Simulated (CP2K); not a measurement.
# ZnS (Wurtzite-4H) (P6_3mc) in CP2K: notebook

The runs below take ZnS (Wurtzite-4H) through single point, with PBE.

Program: CP2K 2026.2. These are calculated values, not measurements. Logs are shortened: lines on timing, memory, paths and dates and some standing lists are left out, and cuts for length are marked.

**The experiment to reproduce.**

A printed reference work, monograph reports, for a bulk crystal of ZnS at 4 K: band gap 3.911 eV (direct).

The runs below are set against these values where they give the same quantity.

**1. The structure**

It takes space group P6_3mc (No. 186, hexagonal). The conventional cell has a = 3.823 Å, b = 3.823 Å, c = 12.520 Å, α = 90.00°, β = 90.00°, γ = 120.00°. Zn (site symmetry 3m) has 4 S at 2.34 to 2.35 Å as nearest neighbours. Zn (site symmetry 3m) is surrounded by 4 S at 2.34 to 2.35 Å. S (site symmetry 3m) is surrounded by 4 Zn at 2.34 to 2.35 Å. S (site symmetry 3m) is surrounded by 4 Zn at 2.34 to 2.35 Å.

**2. Single point, PBE**

The input, zns_scf.inp:

```
&GLOBAL
  PROJECT zns_scf
  RUN_TYPE ENERGY_FORCE
  PRINT_LEVEL LOW
&END GLOBAL
&FORCE_EVAL
  METHOD QS
  STRESS_TENSOR ANALYTICAL
  &DFT
    BASIS_SET_FILE_NAME BASIS_MOLOPT_UZH
    POTENTIAL_FILE_NAME POTENTIAL_UZH
    &MGRID
      CUTOFF 450
      REL_CUTOFF 60
      NGRIDS 5
    &END MGRID
    &QS
      METHOD GPW
      EPS_DEFAULT 1.0E-9
    &END QS
    &KPOINTS
      SCHEME MONKHORST-PACK 6 6 2
      GAMMA_CENTERED T
      SYMMETRY T
      SYMMETRY_BACKEND SPGLIB
    &END KPOINTS
    &SCF
      SCF_GUESS ATOMIC
      EPS_SCF 1.0E-6
      MAX_SCF 100
      ADDED_MOS 22
      CHOLESKY OFF
      EPS_EIGVAL 1.0E-7
      &DIAGONALIZATION ON
        ALGORITHM STANDARD
      &END DIAGONALIZATION
      &MIXING ON
        METHOD BROYDEN_MIXING
        ALPHA 0.4
        BETA 1.5
        NBUFFER 8
      &END MIXING
      &SMEAR ON
        METHOD FERMI_DIRAC
        ELECTRONIC_TEMPERATURE [K] 580.226
      &END SMEAR
    &END SCF
    &XC
      &XC_FUNCTIONAL
        &GGA_X_PBE
        &END GGA_X_PBE
        &GGA_C_PBE
        &END GGA_C_PBE
      &END XC_FUNCTIONAL
    &END XC
    &PRINT
      &KPOINTS ON
      &END KPOINTS
      &MULLIKEN ON
      &END MULLIKEN
      &MO ON
        ENERGIES T
        OCCUPATION_NUMBERS T
        &EACH
          QS_SCF 0
        &END EACH
        ADD_LAST NUMERIC
      &END MO
      &LOWDIN ON
      &END LOWDIN
      &HIRSHFELD ON
        SHAPE_FUNCTION DENSITY
      &END HIRSHFELD
      &E_DENSITY_CUBE ON
        STRIDE 1
      &END E_DENSITY_CUBE
      &V_HARTREE_CUBE ON
        STRIDE 1
      &END V_HARTREE_CUBE
      &ELF_CUBE ON
        STRIDE 1
      &END ELF_CUBE
    &END PRINT
  &END DFT
  &SUBSYS
    &CELL
      A 3.8227000000 0.0000000000 0.0000000000
      B -1.9113500000 3.3105553110 0.0000000000
      C 0.0000000000 0.0000000000 12.5200000000
      PERIODIC XYZ
    &END CELL
    &COORD
      SCALED
      Zn  0.6666666667 0.3333333333 0.7500000000
      Zn  0.3333333333 0.6666666667 0.2500000000
      Zn  0.0000000000 0.0000000000 0.5000000000
      Zn  0.0000000000 0.0000000000 0.0000000000
      S   0.6666666667 0.3333333333 0.9375000000
      S   0.3333333333 0.6666666667 0.4375000000
      S   0.0000000000 0.0000000000 0.6875000000
      S   0.0000000000 0.0000000000 0.1875000000
    &END COORD
    &KIND Zn
      BASIS_SET TZVP-MOLOPT-PBE-GTH-q12
      POTENTIAL GTH-PBE-q12
    &END KIND
    &KIND S
      BASIS_SET TZVP-MOLOPT-PBE-GTH-q6
      POTENTIAL GTH-PBE-q6
    &END KIND
    &PRINT
      &ATOMIC_COORDINATES ON
      &END ATOMIC_COORDINATES
      &CELL ON
      &END CELL
      &SYMMETRY ON
      &END SYMMETRY
    &END PRINT
  &END SUBSYS
  &PRINT
    &FORCES ON
    &END FORCES
    &STRESS_TENSOR ON
    &END STRESS_TENSOR
  &END PRINT
&END FORCE_EVAL
```

Potentials or basis: POTENTIAL_UZH Zn GTH-PBE-q12, S GTH-PBE-q6; TZVP-MOLOPT-PBE-GTH basis.

Launch:

```console
$ OMP_NUM_THREADS=1 cp2k.psmp -i zns_scf.inp -o zns_scf.out
```

zns_scf.out:

```text

 CP2K| version string:                                       CP2K version 2026.2
 CP2K| Input file name                                               zns_scf.inp

 GLOBAL| Force Environment number                                              1
 GLOBAL| Basis set file name                                    BASIS_MOLOPT_UZH
 GLOBAL| Potential file name                                       POTENTIAL_UZH
 GLOBAL| MM Potential file name                                     MM_POTENTIAL
 GLOBAL| Coordinate file name                                      __STD_INPUT__
 GLOBAL| Method name                                                        CP2K
 GLOBAL| Project name                                                    zns_scf
 GLOBAL| Run type                                                   ENERGY_FORCE
 GLOBAL| FFT library                                                       FFTW3
 GLOBAL| Diagonalization library                                       ScaLAPACK
 GLOBAL| Cholesky decomposition library                                ScaLAPACK
 GLOBAL| DGEMM library                                                      BLAS
 GLOBAL| Direct generalized diagonalization requested                          F
 GLOBAL| Matrix multiplication library                                 ScaLAPACK
 GLOBAL| Global print level                                                  LOW
 GLOBAL| Total number of message passing processes                             1
 GLOBAL| Number of threads for this process                                    1
 GLOBAL| CPU model name                                                  UNKNOWN

 CELL| Volume [angstrom^3]:                                           158.443853
 CELL| Vector a [angstrom]:       3.823     0.000     0.000   |a| =     3.822700
 CELL| Vector b [angstrom]:      -1.911     3.311     0.000   |b| =     3.822700
 CELL| Vector c [angstrom]:       0.000     0.000    12.520   |c| =    12.520000
 CELL| Angle (b,c), alpha [degree]:                                    90.000000
 CELL| Angle (a,c), beta  [degree]:                                    90.000000
 CELL| Angle (a,b), gamma [degree]:                                   120.000000
 CELL| Numerically orthorhombic:                                              NO
 CELL| Periodicity                                                           XYZ

 CELL_REF| Volume [angstrom^3]:                                       158.443853
 CELL_REF| Vector a [angstrom     3.823     0.000     0.000   |a| =     3.822700
 CELL_REF| Vector b [angstrom    -1.911     3.311     0.000   |b| =     3.822700
 CELL_REF| Vector c [angstrom     0.000     0.000    12.520   |c| =    12.520000
 CELL_REF| Angle (b,c), alpha [degree]:                                90.000000
 CELL_REF| Angle (a,c), beta  [degree]:                                90.000000
 CELL_REF| Angle (a,b), gamma [degree]:                               120.000000
 CELL_REF| Numerically orthorhombic:                                          NO
 CELL_REF| Periodicity                                                       XYZ
[... 9 lines left out ...]
 TOTAL NUMBERS AND MAXIMUM NUMBERS

  Total number of            - Atomic kinds:                                   2
                             - Atoms:                                          8
                             - Shell sets:                                     8
                             - Shells:                                        68
                             - Primitive Cartesian functions:                 40
                             - Cartesian basis functions:                    232
                             - Spherical basis functions:                    204

  Maximum angular momentum of- Orbital basis functions:                        3
                             - Local part of the GTH pseudopotential:          0
                             - Non-local part of the GTH pseudopotential:      4

 MODULE QUICKSTEP: ATOMIC COORDINATES IN ANGSTROM

   Atom Kind Element         X             Y             Z       Z(eff)     Mass
      1    1 Zn   30      1.911350      1.103518      9.390000  12.0000  65.3800
      2    1 Zn   30     -0.000000      2.207037      3.130000  12.0000  65.3800
      3    1 Zn   30      0.000000      0.000000      6.260000  12.0000  65.3800
      4    1 Zn   30      0.000000      0.000000      0.000000  12.0000  65.3800
      5    2 S    16      1.911350      1.103518     11.737500   6.0000  32.0650
      6    2 S    16     -0.000000      2.207037      5.477500   6.0000  32.0650
      7    2 S    16      0.000000      0.000000      8.607500   6.0000  32.0650
      8    2 S    16      0.000000      0.000000      2.347500   6.0000  32.0650

 Crystal Symmetry Information
       International Symbol:                                              P6_3mc
       Point Group Symbol:                                                   6mm
       Schoenflies Symbol:                                                 C6v^4
       Number of Symmetry Operations:                                         12

 SCF PARAMETERS         Density guess:                                    ATOMIC
[... 79 lines left out ...]
    15 Broy./Diag. 0.40E+00    4.8     0.00000788      -283.3601982609 -2.46E-05
    16 Broy./Diag. 0.40E+00    4.8     0.00000335      -283.3602034315 -5.17E-06
    17 Broy./Diag. 0.40E+00    4.8     0.00000252      -283.3601982603  5.17E-06
    18 Broy./Diag. 0.40E+00    4.8     0.00000117      -283.3601917113  6.55E-06
    19 Broy./Diag. 0.40E+00    4.8     0.00000024      -283.3601909997  7.12E-07

  *** SCF run converged in    19 steps ***

  Electronic density on regular grids:        -71.9999989320        0.0000010680
  Core density on regular grids:               71.9999999289       -0.0000000711
  Total charge density on r-space grids:        0.0000009969
  Total charge density g-space grids:           0.0000009969

  Overlap energy of the core charge distribution:               0.00000000515008
  Self energy of the core charge distribution:               -415.81406474698889
  Core Hamiltonian energy:                                    123.75742624160286
  Hartree energy:                                              53.89070337104378
  Exchange-correlation energy:                                -45.19425587052949
  Electronic entropic energy:                                  -0.00000000000309
  Fermi energy:                                                 0.15676520047171

  Total energy:                                              -283.36019099972475
  Total energy (extrapolated to T->0):                       -283.36019099972322

 MO| EIGENVALUES AND OCCUPATION NUMBERS FOR K POINT 1
 MO|
 MO|  Index      Eigenvalue [a.u.]        Eigenvalue [eV]             Occupation
 MO|      1              -0.323493              -8.802699               2.000000
 MO|      2              -0.322936              -8.787525               2.000000
 MO|      3              -0.322771              -8.783050               2.000000
 MO|      4              -0.322771              -8.783050               2.000000
 MO|      5              -0.113922              -3.099985               2.000000
 MO|      6              -0.113922              -3.099984               2.000000
[... 888 lines left out ...]
 MO|     57               0.630727              17.162955               0.000000
 MO|     58               0.630727              17.162955               0.000000
 MO| Sum:                                                              72.000000
 MO| E(Fermi):            0.156765 a.u.          4.265798 eV
 MO| Band gap:            0.176871 a.u.          4.812907 eV

 The electron density is written in Cube    file format to the file:

 zns_scf-ELECTRON_DENSITY-1_0.cube

 !-----------------------------------------------------------------------------!
                     Mulliken Population Analysis

 #  Atom  Element  Kind  Atomic population                           Net charge
       1     Zn       1         11.601775                              0.398225
       2     Zn       1         11.601783                              0.398217
       3     Zn       1         11.595562                              0.404438
       4     Zn       1         11.595560                              0.404440
       5     S        2          6.399362                             -0.399362
       6     S        2          6.399361                             -0.399361
       7     S        2          6.403298                             -0.403298
       8     S        2          6.403299                             -0.403299
 # Total charge                             72.000000                 -0.000000

 !-----------------------------------------------------------------------------!

 !-----------------------------------------------------------------------------!
                           Hirshfeld Charges

  #Atom  Element  Kind  Ref Charge     Population                    Net charge
      1       Zn     1      12.000         11.760                         0.240
      2       Zn     1      12.000         11.760                         0.240
      3       Zn     1      12.000         11.760                         0.240
      4       Zn     1      12.000         11.760                         0.240
      5       S      2       6.000          6.241                        -0.241
      6       S      2       6.000          6.241                        -0.241
      7       S      2       6.000          6.239                        -0.239
      8       S      2       6.000          6.239                        -0.239

  Total Charge                                                           -0.000
 !-----------------------------------------------------------------------------!

 LOWDIN POPULATION ANALYSIS

 #  Atom  Element  Kind  Atomic population                           Net charge
       1     Zn       1         13.321148                             -1.321148
       2     Zn       1         13.321148                             -1.321148
       3     Zn       1         13.336018                             -1.336018
       4     Zn       1         13.336019                             -1.336019
       5     S        2          4.672167                              1.327833
       6     S        2          4.672167                              1.327833
       7     S        2          4.670667                              1.329333
       8     S        2          4.670667                              1.329333
 # Total charge                             72.000000                 -0.000000

               ----- ELF is computed on the real space grid -----

 ELF is written in Cube    file format to the file:

 zns_scf-ELF_S1-1_0.cube

 ENERGY| Total FORCE_EVAL ( QS ) energy [hartree]           -283.360192940817001

 FORCES| Atomic forces [hartree/bohr]
 FORCES|   Atom     x               y               z               |f|
 FORCES|      1 -1.21266558E-06  7.04501830E-07  1.15112098E-03   1.15112184E-03
 FORCES|      2  1.21286557E-06 -7.03808842E-07  1.15111929E-03   1.15112015E-03
 FORCES|      3 -1.19252744E-06  6.99106614E-07  1.41015564E-03   1.41015632E-03
 FORCES|      4  1.19251216E-06 -7.00154245E-07  1.41015317E-03   1.41015385E-03
 FORCES|      5 -1.12162243E-06  6.30856968E-07  2.26472990E-04   2.26476646E-04
 FORCES|      6  1.12163607E-06 -6.30849454E-07  2.26472587E-04   2.26476243E-04
 FORCES|      7  1.12502905E-06 -6.71440832E-07 -8.98049314E-04   8.98050270E-04
 FORCES|      8 -1.12522956E-06  6.71791641E-07 -8.98045949E-04   8.98046905E-04
 FORCES| Sum    -2.15155800E-12  3.68056503E-12  3.77939940E-03
 FORCES| Total atomic force                                       3.77939940E-03

 STRESS| Analytical stress tensor [bar]
 STRESS|                        x                   y                   z
 STRESS|      x        1.75911581496E+04   3.38445699037E+00   1.28295860034E-04
 STRESS|      y        3.38445699037E+00   1.75948989567E+04  -3.75865659132E-04
 STRESS|      z        1.28295860034E-04  -3.75865659132E-04   1.83650840832E+04
 STRESS| 1/3 Trace                                             1.78503803965E+04
 STRESS| Determinant                                           5.68426236505E+12

 STRESS| Eigenvectors and eigenvalues of the analytical stress tensor [bar]
 STRESS|                        1                   2                   3
 STRESS| Eigenvalues   1.75891616476E+04   1.75968954587E+04   1.83650840832E+04
 STRESS|      x           0.861305745376      0.508087013200      0.000000163642
 STRESS|      y          -0.508087013199      0.861305745376     -0.000000487301
 STRESS|      z          -0.000000388537      0.000000336571      1.000000000000
```

It took 2 min on 1 thread of Arm Neoverse V2, shared host; peak memory 0.85 GiB.

What came out:

```yaml
Free_energy: -7710.6230 eV
Pressure: 1.8 GPa
Band_gap_on_the_k_mesh: 2.09 eV, direct
Mulliken_charges: Zn +0.40; S -0.40 e
Hirshfeld_charges: Zn +0.24; S -0.24 e
```

Stress tensor (GPa, compression positive):
```
1.76 0.00 0.00
0.00 1.76 0.00
0.00 0.00 1.84
```

Levels at points of the mesh, in eV from the valence-band top:
| k point | band 32 | band 33 | band 34 | band 35 | band 36 | band 37 | band 38 | band 39 | band 40 | band 41 |
| --- | --- | --- | --- | --- | --- | --- | --- | --- | --- | --- |
| (0.00, 0.00, 0.00) | -0.46 | -0.46 | -0.04 | 0.00 | 0.00 | 2.09 | 3.18 | 3.36 | 3.60 | 6.37 |
| (0.00, 0.00, 0.50) | -0.76 | -0.14 | -0.14 | -0.14 | -0.14 | 2.95 | 2.95 | 3.30 | 3.30 | 6.30 |
| (0.00, 0.50, 0.00) | -1.60 | -1.59 | -1.58 | -1.11 | -0.88 | 3.30 | 3.37 | 3.81 | 4.38 | 4.94 |
| (0.00, 0.50, 0.50) | -2.04 | -1.51 | -1.51 | -1.11 | -1.11 | 3.71 | 3.71 | 4.03 | 4.03 | 4.74 |

Caveat: Mulliken charges move with the basis; the basis of atomic orbitals isn't converged, which shifts pressures, moduli and gaps.

[end of part 1 of 2]
